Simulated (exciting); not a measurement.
# BP (F-43m) in exciting: further runs

The runs below take BP through real-space fields, optical spectrum, density of states, band structure, with PBEsol, mPWPW91, PBE+TS, PBE, LDA.

All numbers are computed with exciting (release sodium); they aren't measurements. Logs are shortened: lines on timing, memory, paths and dates and some standing lists are left out, and cuts for length are marked.

## 1. The structure

It takes space group F-43m (No. 216, cubic). The conventional cell has a = 4.538 Å, b = 4.538 Å, c = 4.538 Å, α = 90.00°, β = 90.00°, γ = 90.00°. P (site symmetry -43m) is surrounded by 4 B at 1.97 Å. Around B (site symmetry -43m) lie 4 P at 1.97 Å.

## 2. Real-space fields, PBEsol, collinear spin, ferromagnetic start

Contents of input.xml:

```xml
<input>
  <title>BP</title>
  <structure speciespath="./" tshift="false" cartesian="true">
    <crystal scale="6.0638487578">
      <basevect>0.000000000000 1.000000000003 0.000000000000</basevect>
      <basevect>-0.816496580942 0.500000000002 0.288675134610</basevect>
      <basevect>0.000000000000 0.500000000002 0.866025403798</basevect>
    </crystal>
    <species speciesfile="P.xml" rmt="2">
      <atom coord="-3.713333833569 9.095773136728 5.251447069089" bfcmt="0 0 -8"/>
    </species>
    <species speciesfile="B.xml" rmt="1.45">
      <atom coord="0.000000000000 0.000000000000 0.000000000000" bfcmt="0 0 0"/>
    </species>
  </structure>
  <groundstate do="fromscratch" ngridk="7 7 7" rgkmax="6" gmaxvr="14" lmaxapw="10" lmaxmat="10" lmaxvr="8" xctype="GGA_PBE_SOL" stype="Fermi Dirac" swidth="0.00036749" nempty="20" ValenceRelativity="iora*" epsengy="1e-05" epspot="1e-05" maxscl="90" outputlevel="normal">
    <spin reducebf="0.5"/>
  </groundstate>
  <properties>
    <chargedensityplot>
      <plot3d>
        <box grid="17 17 17">
          <origin coord="0 0 0"/>
          <point coord="1 0 0"/>
          <point coord="0 1 0"/>
          <point coord="0 0 1"/>
        </box>
      </plot3d>
    </chargedensityplot>
    <elfplot>
      <plot3d>
        <box grid="17 17 17">
          <origin coord="0 0 0"/>
          <point coord="1 0 0"/>
          <point coord="0 1 0"/>
          <point coord="0 0 1"/>
        </box>
      </plot3d>
    </elfplot>
    <exccplot>
      <plot3d>
        <box grid="17 17 17">
          <origin coord="0 0 0"/>
          <point coord="1 0 0"/>
          <point coord="0 1 0"/>
          <point coord="0 0 1"/>
        </box>
      </plot3d>
    </exccplot>
  </properties>
</input>
```

Potentials or basis: all-electron LAPW+lo, shipped species files, valence relativity iora*.

Command:

```
OMP_NUM_THREADS=1 exciting_smp
```

INFO.OUT:

```text
================================================================================
EXCITING SODIUM started
All units are atomic (Hartree, Bohr, etc.)
================================================================================

********************************************************************************
* Ground-state run starting from atomic densities                              *
********************************************************************************

++++++++++++++++++++++++++++++++++++++++++++++++++++++++++++++++++++++++++++++++
+ Starting initialization                                                      +
++++++++++++++++++++++++++++++++++++++++++++++++++++++++++++++++++++++++++++++++

 Lattice vectors (cartesian) :
      0.0000000000      6.0638487578      0.0000000000
     -4.9511117781      3.0319243789      1.7504823564
      0.0000000000      3.0319243789      5.2514470690

 Reciprocal lattice vectors (cartesian) :
      0.4230151118      1.0361711774     -0.5982337082
     -1.2690453354      0.0000000000      0.0000000000
      0.4230151118     -0.0000000000      1.1964674164

 Unit cell volume                           :     157.6631083328
 Brillouin zone volume                      :       1.5732926749

 Species :    1 (P)
     parameters loaded from                 :    P.xml
     name                                   :    phosphorus
     nuclear charge                         :     -15.00000000
     electronic charge                      :      15.00000000
     atomic mass                            :   56461.71408000
     muffin-tin radius                      :       2.00000000
     # of radial points in muffin-tin       :     300

     atomic positions (cartesian) :
       1 :  -3.71333383  9.09577314  5.25144707

     magnetic fields (cartesian) :
       1 :   0.00000000  0.00000000 -8.00000000

 Species :    2 (B)
     parameters loaded from                 :    B.xml
     name                                   :    boron
     nuclear charge                         :      -5.00000000
     electronic charge                      :       5.00000000
     atomic mass                            :   19707.24741000
     muffin-tin radius                      :       1.45000000
     # of radial points in muffin-tin       :     250

     atomic positions (cartesian) :
       1 :   0.00000000  0.00000000  0.00000000

     magnetic fields (cartesian) :
       1 :   0.00000000  0.00000000  0.00000000

 Total number of atoms per unit cell        :       2

 Spin treatment                             :    spin-polarised
 Global magnetic field (cartesian) :        0.00000000   0.00000000   0.00000000
 collinear magnetisation in z-direction

 Number of Bravais lattice symmetries       :      48
 Number of crystal symmetries               :      24

 k-point grid                               :       7    7    7
 Total number of k-points                   :      30
 k-point set is reduced with crystal symmetries

 R^MT_min * |G+k|_max (rgkmax)              :       6.00000000
 Species with R^MT_min                      :       2 (B)
 Maximum |G+k| for APW functions            :       4.13793103
 Maximum |G| for potential and density      :      14.00000000

 G-vector grid sizes                        :      30    30    30
 Total number of G-vectors                  :    7391

 Maximum angular momentum used for
     APW functions                          :      10
     computing H and O matrix elements      :      10
     potential and density                  :       8
     inner part of muffin-tin               :       2

 Total nuclear charge                       :     -20.00000000
 Total electronic charge                    :      20.00000000
 Total core charge                          :      12.00000000
 Total valence charge                       :       8.00000000

 Number of empty states                     :      20
 Total number of valence states             :      50

 Maximum Hamiltonian size                   :     202
 Maximum number of plane-waves              :     194
 Total number of local-orbitals             :       8

 Exchange-correlation type                  :      22
     PBEsol, Phys. Rev. Lett. 100, 136406 (2008)
     Generalised gradient approximation (GGA)

 Smearing scheme                            :    Fermi-Dirac
 Smearing width                             :       0.00036749

 Using multisecant Broyden potential mixing

++++++++++++++++++++++++++++++++++++++++++++++++++++++++++++++++++++++++++++++++
+ Ending initialization                                                        +
++++++++++++++++++++++++++++++++++++++++++++++++++++++++++++++++++++++++++++++++

********************************************************************************
* Groundstate module started                                                   *
********************************************************************************
 Output level for this task is set to normal

++++++++++++++++++++++++++++++++++++++++++++++++++++++++++++++++++++++++++++++++
+ Self-consistent loop started                                                 +
++++++++++++++++++++++++++++++++++++++++++++++++++++++++++++++++++++++++++++++++
 Density and potential initialised from atomic data

++++++++++++++++++++++++++++++++++++++++++++++++++++++++++++++++++++++++++++++++
+ SCF iteration number :    1                                                  +
++++++++++++++++++++++++++++++++++++++++++++++++++++++++++++++++++++++++++++++++
 Total energy                               :      -366.45244974
 _______________________________________________________________
 Fermi energy                               :         0.30946701
 Kinetic energy                             :       367.00453284
 Coulomb energy                             :      -706.83118835
 Exchange energy                            :       -25.74023985
 Correlation energy                         :        -0.88555438
 No external B-field energy in total energy

 DOS at Fermi energy (states/Ha/cell)       :         0.00000000

 Electron charges :
     core                                   :        12.00000000
     core leakage                           :         0.00181588
     valence                                :         8.00000000
     interstitial                           :         3.81146478
     charge in muffin-tin spheres :
                  atom     1     P          :        12.76701465
                  atom     2     B          :         3.42152057
     total charge in muffin-tins            :        16.18853522
     total charge                           :        20.00000000

 Moments :
     interstitial                           :        -0.04407603
     moment in muffin-tin spheres :
                  atom     1     P          :         0.09452037
                  atom     2     B          :        -0.05045054
     total moment in muffin-tins            :         0.04406983
     total moment                           :        -0.00000620

++++++++++++++++++++++++++++++++++++++++++++++++++++++++++++++++++++++++++++++++
+ SCF iteration number :    2                                                  +
++++++++++++++++++++++++++++++++++++++++++++++++++++++++++++++++++++++++++++++++
 Total energy                               :      -366.65558588
 _______________________________________________________________
 Fermi energy                               :         0.31622482
 Kinetic energy                             :       366.97404087
 Coulomb energy                             :      -707.00718084
 Exchange energy                            :       -25.73531911
 Correlation energy                         :        -0.88712680
 No external B-field energy in total energy
[... 766 lines left out ...]
++++++++++++++++++++++++++++++++++++++++++++++++++++++++++++++++++++++++++++++++
+ SCF iteration number :   23                                                  +
++++++++++++++++++++++++++++++++++++++++++++++++++++++++++++++++++++++++++++++++
 Total energy                               :      -366.28699760
 _______________________________________________________________
 Fermi energy                               :         0.32438778
 Kinetic energy                             :       367.23210279
 Coulomb energy                             :      -706.91826481
 Exchange energy                            :       -25.71161396
 Correlation energy                         :        -0.88922163
 No external B-field energy in total energy

 DOS at Fermi energy (states/Ha/cell)       :         0.00000000

 Electron charges :
     core                                   :        12.00000000
     core leakage                           :         0.00182003
     valence                                :         8.00000000
     interstitial                           :         3.86699197
     charge in muffin-tin spheres :
                  atom     1     P          :        12.91670567
                  atom     2     B          :         3.21630236
     total charge in muffin-tins            :        16.13300803
     total charge                           :        20.00000000

 Moments :
     interstitial                           :        -0.00000000
     moment in muffin-tin spheres :
                  atom     1     P          :         0.00000004
                  atom     2     B          :        -0.00000003
     total moment in muffin-tins            :         0.00000002
     total moment                           :         0.00000002

 RMS change in effective potential (target) :  0.782769E-06  ( 0.100000E-04)
 Absolute change in total energy   (target) :  0.645943E-06  ( 0.100000E-04)
 Charge distance                   (target) :  0.286677E-07  ( 0.100000E-04)

++++++++++++++++++++++++++++++++++++++++++++++++++++++++++++++++++++++++++++++++
| Convergency criteria checked for the last 2 iterations                       +
| Convergence targets achieved. Performing final SCF iteration                 +
++++++++++++++++++++++++++++++++++++++++++++++++++++++++++++++++++++++++++++++++
 Total energy                               :      -366.28699760
 _______________________________________________________________
 Fermi energy                               :         0.32438778
 Kinetic energy                             :       367.23210297
 Coulomb energy                             :      -706.91826497
 Exchange energy                            :       -25.71161397
 Correlation energy                         :        -0.88922163
 No external B-field energy in total energy

 DOS at Fermi energy (states/Ha/cell)       :         0.00000000

 Electron charges :
     core                                   :        12.00000000
     core leakage                           :         0.00182003
     valence                                :         8.00000000
     interstitial                           :         3.86699199
     charge in muffin-tin spheres :
                  atom     1     P          :        12.91670558
                  atom     2     B          :         3.21630243
     total charge in muffin-tins            :        16.13300801
     total charge                           :        20.00000000

 Moments :
     interstitial                           :        -0.00000000
     moment in muffin-tin spheres :
                  atom     1     P          :         0.00000002
                  atom     2     B          :        -0.00000001
     total moment in muffin-tins            :         0.00000001
     total moment                           :         0.00000001

++++++++++++++++++++++++++++++++++++++++++++++++++++++++++++++++++++++++++++++++
+ Self-consistent loop stopped                                                 +
++++++++++++++++++++++++++++++++++++++++++++++++++++++++++++++++++++++++++++++++
 STATE.OUT is written

********************************************************************************
* Groundstate module stopped                                                   *
********************************************************************************

================================================================================
| EXCITING SODIUM stopped                                                      =
================================================================================
```

Run time: 99 s. Hardware: 1 thread of Arm Neoverse V1, shared host; peak memory 0.14 GiB.

What came out:

| Quantity | Value |
| --- | --- |
| Free energy | -9967.1770 eV |
| Band gap on the k mesh | 1.13 eV, indirect (least direct gap 3.36 eV) |
| Net moment | 0.00 μB per cell |
| All electrons inside the program's atomic spheres | P 12.92; B 3.22 (radii P 2.0, B 1.45 bohr) |

Caveat: an odd mesh through Γ misses points on the zone boundary, where band edges often lie.

[end of part 1 of 3]
